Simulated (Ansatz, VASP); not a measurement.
# WC: VASP beside Ansatz

```xyz
2
Lattice="0.0000 2.1927 2.1927 2.1927 0.0000 2.1927 2.1927 2.1927 0.0000" Properties=species:S:1:pos:R:3 pbc="T T T"
W     0.0000    0.0000    0.0000
C     2.1927    2.1927    2.1927
```

Measurements of this composition are mostly on another form, of space group No. 187.

Alike in both runs: task single point; functional PBEsol; k mesh 10 × 10 × 10; occupations fermi-dirac, width 0.05 eV; no spin polarisation.

```csv
,VASP,Ansatz
version,VASP 6.6.1,Ansatz 0.2.0
potentials or method,"VASP PAW PBE potentials, release 64 (W_sv, C)",Ansatz PAW
plane-wave cutoff (eV),520,420
valence electrons in the cell,18,18
```

|  | VASP | Ansatz | Ansatz less VASP |
| --- | --- | --- | --- |
| gap on the k mesh at the Fermi level (eV) | none | none | - |
| pressure (GPa) | -9.3 | -10.2 | -0.99 |

A gap of «none» marks a metal or a gap that the smearing closes.

Caveats: the PAW data sets were made with another functional, which shifts forces and pressure a little (VASP); the pressure holds a Pulay correction of +0.3 GPa for the finite cutoff (Ansatz); the PAW data sets come from PBE, with cores solved anew for the run's functional, which leaves a small shift of forces and pressure (Ansatz). Spin-orbit coupling is left out, which matters for the levels of W.
